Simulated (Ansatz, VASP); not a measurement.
# HfN in VASP and in Ansatz

```xyz
2
Lattice="0.0000 2.2409 2.2409 2.2409 0.0000 2.2409 2.2409 2.2409 0.0000" Properties=species:S:1:pos:R:3 pbc="T T T"
Hf    0.0000    0.0000    0.0000
N     2.2409    2.2409    2.2409
```

Change from the starting cell: volume scaled by 0.98.

Alike in both runs: task single point; functional PBE; k mesh 10 × 10 × 10; occupations fermi-dirac, width 0.05 eV; no spin polarisation.

|  | VASP | Ansatz |
| --- | --- | --- |
| version | VASP 6.6.1 | Ansatz 0.2.0 |
| potentials or method | VASP PAW PBE potentials, release 64 (Hf_pv, N) | Ansatz PAW |
| plane-wave cutoff (eV) | 520 | 420 |
| valence electrons in the cell | 15 | 31 |

```tsv
	VASP	Ansatz	Ansatz less VASP
gap on the k mesh at the Fermi level (eV)	none	none	-
pressure (GPa)	10.3	12.7	+2.44
```

A gap of «none» marks a metal or a gap that the smearing closes. The functional is the same, so the differences come from potentials, cutoffs and numerics. The two sets of potentials don't hold the same shells in valence.

Caveats: the pressure holds a Pulay correction of +0.5 GPa for the finite cutoff (Ansatz). The runs have no spin-orbit coupling, so splittings on Hf are missing.
